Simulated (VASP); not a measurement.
# GaN (Fm-3m) in VASP: further runs

One crystal, GaN, is run at these levels: PBE; tasks: G0W0 quasiparticle levels.

All numbers are computed with VASP 6.6.1; they aren't measurements. Logs are shortened: lines on timing, memory, paths and dates and some standing lists are left out, and cuts for length are marked.

## Step 1: Starting point

The structure is cubic, space group Fm-3m (No. 225). Conventional cell: a = 4.270 Å, b = 4.270 Å, c = 4.270 Å, α = 90.00°, β = 90.00°, γ = 90.00°. Ga (site symmetry m-3m) is surrounded by 6 N at 2.14 Å. N (site symmetry m-3m) has 6 Ga at 2.14 Å as nearest neighbours.

Measurements of this composition are mostly on another form, of space group No. 186.

## Step 2: G0W0 quasiparticle levels, PBE

Input file POSCAR:

```
GaN
1.0
    0.0000000000      2.1352350000      2.1352350000
    2.1352350000      0.0000000000      2.1352350000
    2.1352350000      2.1352350000      0.0000000000
Ga N
1 1
Direct
    0.0000000000      0.0000000000      0.0000000000
    0.5000000000      0.5000000000      0.5000000000
```

Input file INCAR.step1:

```
SYSTEM = GaN
ALGO = Normal ; EDIFF = 1E-8
ENCUT = 350 ; GGA = PE
ISMEAR = 0 ; LASPH = .TRUE.
LCHARG = .FALSE. ; LREAL = .FALSE.
LWAVE = .TRUE. ; NELM = 80
PREC = Accurate ; SIGMA = 0.01
```

Input file INCAR.step2:

```
SYSTEM = GaN
ALGO = Exact ; EDIFF = 1E-8
ENCUT = 350 ; GGA = PE
ISMEAR = 0 ; ISTART = 1
LASPH = .TRUE. ; LCHARG = .FALSE.
LOPTICS = .TRUE. ; LREAL = .FALSE.
LWAVE = .TRUE. ; NBANDS = 55
NELM = 1 ; PREC = Accurate
SIGMA = 0.01
```

Input file INCAR.step3:

```
SYSTEM = GaN
ALGO = EVGW0 ; EDIFF = 1E-8
ENCUT = 350 ; ENCUTGW = 150
GGA = PE ; ISMEAR = 0
ISTART = 1 ; LASPH = .TRUE.
LCHARG = .FALSE. ; LREAL = .FALSE.
LWAVE = .FALSE. ; NBANDS = 55
NBANDSGW = 17 ; NELMGW = 1
NOMEGA = 48 ; PREC = Accurate
PRECFOCK = Fast ; SIGMA = 0.01
```

Input file KPOINTS:

```
k-points
0
G
  3 3 3
  0 0 0
```

Potentials or basis: VASP PAW PBE potentials, release 64 (Ga_d_GW, N_GW).

Run with:

```console
$ cat potpaw_PBE.64/Ga_d_GW/POTCAR potpaw_PBE.64/N_GW/POTCAR > POTCAR
$ cp INCAR.step1 INCAR
$ mpirun -np 1 vasp_std > vasp.out
$ cp INCAR.step2 INCAR
$ mpirun -np 1 vasp_std > vasp.out
$ cp INCAR.step3 INCAR
$ mpirun -np 1 vasp_std > vasp.out
```

OUTCAR:

```text
SYSTEM = GaN
   EDIFF = 1E-8
   ENCUT = 350
   ENCUTGW = 150
   GGA = PE
   ISMEAR = 0
   ISTART = 1
   LASPH = .TRUE.
   LREAL = .FALSE.
   NELMGW = 1
   PREC = Accurate
   PRECFOCK = Fast

 Found      4 irreducible k-points:

 Following reciprocal coordinates:
            Coordinates               Weight
  0.000000  0.000000  0.000000      1.000000
  0.333333  0.000000  0.000000      8.000000
  0.333333  0.333333  0.000000      6.000000
 -0.333333  0.333333  0.000000     12.000000
   k-points           NKPTS =      4   k-points in BZ     NKDIM =     27   number of bands    NBANDS=     55
   number of dos      NEDOS =    301   number of ions     NIONS =      2
   total plane-waves  NPLWV =   5832
   dimension x,y,z NGX =    18 NGY =   18 NGZ =   18
   dimension x,y,z NGXF=    36 NGYF=   36 NGZF=   36
   ions per type =               1   1
   NGX,Y,Z   is equivalent  to a cutoff of   9.91,  9.91,  9.91 a.u.
   NGXF,Y,Z  is equivalent  to a cutoff of  19.82, 19.82, 19.82 a.u.
 SYSTEM =  GaN
   PREC   = accura    normal or accurate (medium, high low for compatibility)
   ISTART =      1    job   : 0-new  1-cont  2-samecut
   ICHARG =      0    charge: 1-file 2-atom 10-const
   ISPIN  =      1    spin polarized calculation?
   LNONCOLLINEAR =      F non collinear calculations
   LSORBIT =      F    spin-orbit coupling
   LASPH  =      T    aspherical Exc in radial PAW
   ENCUT  =  350.0 eV  25.72 Ry    5.07 a.u.   4.61  4.61  4.61*2*pi/ulx,y,z
   NELM   =     60;   NELMIN=  2; NELMDL=  0     # of ELM steps
   EDIFF  = 0.1E-07   stopping-criterion for ELM
   LREAL  =      F    real-space projection
   EDIFFG = 0.1E-06   stopping-criterion for IOM
   NSW    =      0    number of steps for IOM
   IBRION =     -1    ionic relax: 0-MD 1-quasi-New 2-CG
   NFREE  =      0    steps in history (QN), initial steepest desc. (CG)
   ISIF   =      0    stress and relaxation
   ISYM   =      3    0-nonsym 1-usesym 2-fastsym
   POTIM  = 0.5000    time-step for ionic-motion
   TEBEG  =    0.0;   TEEND  =   0.0 temperature during run
   PSTRESS=    0.0 pullay stress
   NELECT =      18.0000    total number of electrons
   NUPDOWN=      -1.0000    fix difference up-down
   EMIN   =  10.00;   EMAX   =-10.00  energy-range for DOS
   EFERMI =   0.00;   METHOD = LEGACY
   ISMEAR =     0;   SIGMA  =   0.01  broadening in eV -4-tet -1-fermi 0-gaus
   EFERMI_NEDOS =   21; number of points for ismear=-14 and -15
   IALGO  =     38    algorithm
   IMIX   =      4    mixing-type and parameters
     AMIX     =   0.40;   BMIX     =  1.00
     AMIX_MAG =   1.60;   BMIX_MAG =  1.00
  volume/ion in A,a.u.               =       9.74        65.70
  Fermi-wavevector in a.u.,A,eV,Ry     =   1.594814  3.013761 34.605481  2.543431
  Thomas-Fermi vector in A             =   2.692830
   LORBIT       =      0    0 simple, 1 ext, 2 COOP (PROOUT), +10 PAW based schemes
   GGA     = PE    functional components
   LHFCALC =     T    Hartree Fock is set to
   PRECFOCK=fast      Normal, Fast or Accurate (Low or Medium for compatibility)
   ENCUT4O =  -1.0   cutoff for four orbital integrals eV
   NKREDX  =     1    reduce k-point grid by
   NKREDY  =     1    reduce k-point grid by
   NKREDZ  =     1    reduce k-point grid by
   AEXX    =    1.0000 exact exchange contribution
   HFSCREEN=    0.0000 screening length (either q_TF or 0.3 A-1)
   HFSCREENC=   0.0000 screening length for correlation (either q_TF or 0.3 A-1)
   ENCUTFOCK=  -1.0 apply spherical cutoff to Coloumb kernel
   IVDW    =     0    specifies the selected vdW correction
   LEPSILON=     F    determine dielectric tensor
   LRPA    =     F    only Hartree local field effects (RPA)
   LRPAFORCE           =     F    calculate RPA forces
   ENCUTGW             = 150.0    cutoff for response function in eV
   ENCUTGWSOFT         = 120.0    soft cutoff for Coulomb kernel in GW response function in eV
   ENCUTLF             =  -1.0    cutoff for local field effects
   NELMGW              =     1    number of iterations in solving QP/BSE equation
   NELMHF              =     1    number of iterations in the inner HF iteration
   NKREDLFX            =     1    NKREDLFY  =   1   NKREDLFZ  =   1
 non-spin polarized calculation
 Gauss-broadening in eV      SIGMA  =   0.01
  energy-cutoff  :      350.00
  volume of cell :       19.47
 maximum number of plane-waves:       302
 NGX is ok and might be reduce to    18
  NGX = 12; NGY = 12; NGZ = 12
   NGX =  9   NGY =  9   NGZ =  9
 maximum number of plane-waves:        84

 QP shifts <psi_nk| G(iteration)W_0 |psi_nk>: iteration 1
 for sc-GW calculations column KS-energies equals QP-energies in previous step
 and V_xc(KS)=  KS-energies - (<T + V_ion + V_H > + <T+V_H+V_ion>^1  + <V_x>^1)

 k-point   1 :       0.0000    0.0000    0.0000
  band No.  KS-energies  QP-energies   sigma(KS)   V_xc(KS)     V^pw_x(r,r')   Z            occupation Imag(sigma)

      1      -9.5568     -10.4257     -15.6096     -14.4432     -24.1767       0.7450       2.0000       1.5379
      2      -6.9021      -9.5957     -25.3433     -21.6507     -34.9864       0.7295       2.0000       0.2593
      3      -6.9021      -9.5957     -25.3433     -21.6507     -34.9864       0.7295       2.0000       0.2593
      4      -6.9021      -9.5957     -25.3433     -21.6507     -34.9864       0.7295       2.0000       0.2593
      5      -6.8233      -9.5756     -25.6199     -21.8486     -35.4586       0.7298       2.0000       0.3024
      6      -6.8233      -9.5756     -25.6199     -21.8486     -35.4586       0.7298       2.0000       0.3024
[... 9 lines left out ...]
     16      22.6761      23.4350     -11.6102     -12.6053      -4.4124       0.7626       0.0000      -0.6174
     17      23.3126      23.4033      -8.8708      -8.9873      -2.3570       0.7794       0.0000      -0.3871

 k-point   2 :       0.3333    0.0000    0.0000
  band No.  KS-energies  QP-energies   sigma(KS)   V_xc(KS)     V^pw_x(r,r')   Z            occupation Imag(sigma)

      1      -7.6890      -8.5279     -16.7907     -15.5845     -25.2009       0.6955       2.0000       1.1369
      2      -6.9924      -9.6639     -25.2798     -21.5958     -35.0651       0.7252       2.0000       0.3114
      3      -6.9924      -9.6639     -25.2798     -21.5958     -35.0651       0.7252       2.0000       0.3114
      4      -6.9278      -9.4158     -24.5070     -21.0701     -34.0176       0.7239       2.0000       0.3413
      5      -6.7559      -9.4803     -25.6009     -21.8736     -35.3283       0.7309       2.0000       0.2674
      6      -6.7559      -9.4803     -25.6009     -21.8736     -35.3283       0.7309       2.0000       0.2674
[... 9 lines left out ...]
     16      26.4397      26.9823     -11.6437     -12.3226      -5.1511       0.7991       0.0000      -0.6020
     17      32.8178      33.4505     -10.8072     -11.5856      -3.2474       0.8128       0.0000      -1.2806

 k-point   3 :       0.3333    0.3333    0.0000
  band No.  KS-energies  QP-energies   sigma(KS)   V_xc(KS)     V^pw_x(r,r')   Z            occupation Imag(sigma)

      1      -8.2772      -9.9268     -20.6493     -18.3265     -29.9881       0.7102       2.0000       0.8297
      2      -7.0497      -9.6982     -25.1247     -21.4747     -34.7420       0.7256       2.0000       0.2657
      3      -6.7556      -9.5153     -25.7085     -21.9371     -35.5727       0.7317       2.0000       0.3049
      4      -6.7376      -9.4541     -25.5691     -21.8645     -35.2538       0.7333       2.0000       0.2587
      5      -6.7376      -9.4541     -25.5691     -21.8645     -35.2538       0.7333       2.0000       0.2587
      6      -5.7088      -7.3737     -20.9375     -18.6080     -29.5221       0.7147       2.0000       0.6475
[... 9 lines left out ...]
     16      33.7009      34.5539     -11.3060     -12.3372      -4.0656       0.8272       0.0000      -1.2787
     17      33.7009      34.5539     -11.3060     -12.3372      -4.0656       0.8272       0.0000      -1.2787

 k-point   4 :      -0.3333    0.3333    0.0000
  band No.  KS-energies  QP-energies   sigma(KS)   V_xc(KS)     V^pw_x(r,r')   Z            occupation Imag(sigma)

      1      -7.9092      -9.8752     -22.3578     -19.5735     -31.9331       0.7061       2.0000       0.6316
      2      -6.9694      -9.6042     -25.0503     -21.4267     -34.6456       0.7271       2.0000       0.2798
      3      -6.8968      -9.5959     -25.4357     -21.7208     -35.2864       0.7266       2.0000       0.3208
      4      -6.8270      -9.5121     -25.3303     -21.6533     -34.9700       0.7302       2.0000       0.2683
      5      -6.7115      -9.4383     -25.6053     -21.8943     -35.2912       0.7348       2.0000       0.2547
      6      -4.5337      -5.9648     -20.8966     -18.9461     -29.2663       0.7338       2.0000       0.7107
[... 9 lines left out ...]
     16      30.1094      30.8211     -11.1478     -12.0584      -3.8140       0.7816       0.0000      -1.0678
     17      34.9290      35.9235     -12.1399     -13.3576      -4.4330       0.8167       0.0000      -1.5195
```

Wall time 7.1 s (1 thread of Intel Xeon 6975P-C (Granite Rapids), shared host); peak memory 0.13 GiB.

The run converged, but a check on its numbers failed (symmetry, net force, bounds or a known fault of this set-up), so they aren't taken as properties of the crystal.

Caveat: the k mesh is coarse (spacing up to 0.85 Å⁻¹), so the values aren't converged; the cutoff lies under the usual one of these potentials, so the numbers hold a large basis-set error; bands, screening cutoff and mesh are small and nothing is extrapolated, so the quasiparticle values aren't converged; an odd mesh through Γ misses points on the zone boundary, where band edges often lie.

## Step 3: G0W0 quasiparticle levels, PBE

POSCAR is that of step 2.

Edit INCAR.step1 of step 2 so:

```diff
@@ -2,3 +2,3 @@
 ALGO = Normal ; EDIFF = 1E-8
-ENCUT = 350 ; GGA = PE
+ENCUT = 450 ; GGA = PE
 ISMEAR = 0 ; LASPH = .TRUE.
```

Input file INCAR.step2:

```
SYSTEM = GaN
ALGO = Exact ; EDIFF = 1E-8
ENCUT = 450 ; GGA = PE
ISMEAR = 0 ; ISTART = 1
LASPH = .TRUE. ; LCHARG = .FALSE.
LOPTICS = .TRUE. ; LREAL = .FALSE.
LWAVE = .TRUE. ; NBANDS = 32
NELM = 1 ; PREC = Accurate
SIGMA = 0.01
```

Input file INCAR.step3:

```
SYSTEM = GaN
ALGO = EVGW0 ; EDIFF = 1E-8
ENCUT = 450 ; ENCUTGW = 260
GGA = PE ; ISMEAR = 0
ISTART = 1 ; LASPH = .TRUE.
LCHARG = .FALSE. ; LREAL = .FALSE.
LWAVE = .FALSE. ; NBANDS = 32
NBANDSGW = 17 ; NELMGW = 1
NOMEGA = 48 ; PREC = Accurate
PRECFOCK = Fast ; SIGMA = 0.01
```

KPOINTS is that of step 2.

Potentials or basis: VASP PAW PBE potentials, release 64 (Ga_d_GW, N_GW).

Run with:

```console
$ cat potpaw_PBE.64/Ga_d_GW/POTCAR potpaw_PBE.64/N_GW/POTCAR > POTCAR
$ cp INCAR.step1 INCAR
$ mpirun -np 1 vasp_std > vasp.out
$ cp INCAR.step2 INCAR
$ mpirun -np 1 vasp_std > vasp.out
$ cp INCAR.step3 INCAR
$ mpirun -np 1 vasp_std > vasp.out
```

OUTCAR:

```text
SYSTEM = GaN
   EDIFF = 1E-8
   ENCUT = 450
   ENCUTGW = 260
   GGA = PE
   ISMEAR = 0
   ISTART = 1
   LASPH = .TRUE.
   LREAL = .FALSE.
   NELMGW = 1
   PREC = Accurate
   PRECFOCK = Fast

 Found      4 irreducible k-points:

 Following reciprocal coordinates:
            Coordinates               Weight
  0.000000  0.000000  0.000000      1.000000
  0.333333  0.000000  0.000000      8.000000
  0.333333  0.333333  0.000000      6.000000
 -0.333333  0.333333  0.000000     12.000000
[... 59 lines left out ...]
   ENCUTGWSOFT         = 208.0    soft cutoff for Coulomb kernel in GW response function in eV
   ENCUTLF             =  -1.0    cutoff for local field effects
   NELMGW              =     1    number of iterations in solving QP/BSE equation
   NELMHF              =     1    number of iterations in the inner HF iteration
   NKREDLFX            =     1    NKREDLFY  =   1   NKREDLFZ  =   1
 non-spin polarized calculation
 Gauss-broadening in eV      SIGMA  =   0.01
  energy-cutoff  :      450.00
  volume of cell :       19.47
 maximum number of plane-waves:       432
 NGX is ok and might be reduce to    24
  NGX = 12; NGY = 12; NGZ = 12
   NGX = 11   NGY = 11   NGZ = 11
 maximum number of plane-waves:       194

 QP shifts <psi_nk| G(iteration)W_0 |psi_nk>: iteration 1
 for sc-GW calculations column KS-energies equals QP-energies in previous step
 and V_xc(KS)=  KS-energies - (<T + V_ion + V_H > + <T+V_H+V_ion>^1  + <V_x>^1)

 k-point   1 :       0.0000    0.0000    0.0000
  band No.  KS-energies  QP-energies   sigma(KS)   V_xc(KS)     V^pw_x(r,r')   Z            occupation Imag(sigma)

      1      -9.5375     -10.2351     -15.3616     -14.4207     -24.1393       0.7413       2.0000       1.6366
      2      -6.8856      -9.3874     -25.1156     -21.6617     -35.0060       0.7243       2.0000       0.4152
      3      -6.8856      -9.3874     -25.1156     -21.6617     -35.0060       0.7243       2.0000       0.4152
      4      -6.8856      -9.3874     -25.1156     -21.6617     -35.0060       0.7243       2.0000       0.4152
      5      -6.7936      -9.3207     -25.3264     -21.8539     -35.4739       0.7278       2.0000       0.4251
      6      -6.7936      -9.3207     -25.3264     -21.8539     -35.4739       0.7278       2.0000       0.4251
[... 59 lines left out ...]
      3      -6.8688      -9.3488     -25.1462     -21.7285     -35.3046       0.7256       2.0000       0.4442
      4      -6.8067      -9.3020     -25.1012     -21.6603     -34.9837       0.7252       2.0000       0.4243
      5      -6.6877      -9.2330     -25.3806     -21.9038     -35.3089       0.7320       2.0000       0.4102
      6      -4.5079      -5.7497     -20.6060     -18.9228     -29.2230       0.7377       2.0000       0.8089
[... 9 lines left out ...]
     16      30.1108      31.2772     -10.5749     -12.0552      -3.8149       0.7879       0.0000      -1.1112
     17      34.9389      36.4550     -11.4824     -13.3243      -4.4134       0.8232       0.0000      -1.5725
```

OUTCAR.step1:

```text
SYSTEM = GaN
   EDIFF = 1E-8
   ENCUT = 450
   GGA = PE
   ISMEAR = 0
   LASPH = .TRUE.
   LREAL = .FALSE.
[... 171 lines left out ...]
      0.00000      0.00000      0.00000         0.000000      0.000000     -0.000000
      2.13524      2.13524      2.13524         0.000000      0.000000      0.000000
 -----------------------------------------------------------------------------------
    total drift:                                0.000000     -0.000000     -0.000000

  FREE ENERGIE OF THE ION-ELECTRON SYSTEM (eV)
  ---------------------------------------------------
  free  energy   TOTEN  =       -10.6773696968 eV

  energy  without entropy=      -10.6773696968  energy(sigma->0) =      -10.67736970
```

It took 8.2 s on 1 thread of Intel Xeon 6975P-C (Granite Rapids), shared host; peak memory 0.19 GiB.

These settings aren't checked as converged: the numbers below hold their error.

Results:

```
Band gap on the k mesh, mean-field level : 2.07 eV, indirect (least direct gap 2.26 eV)
Quasiparticle gap                        : 2.96 eV
Least direct quasiparticle gap           : 3.13 eV
```

Caveat: the k mesh is coarse (spacing up to 0.85 Å⁻¹), so the values aren't converged; bands, screening cutoff and mesh are small and nothing is extrapolated, so the quasiparticle values aren't converged; an odd mesh through Γ misses points on the zone boundary, where band edges often lie.

(Part 1 of 3 ends here.)
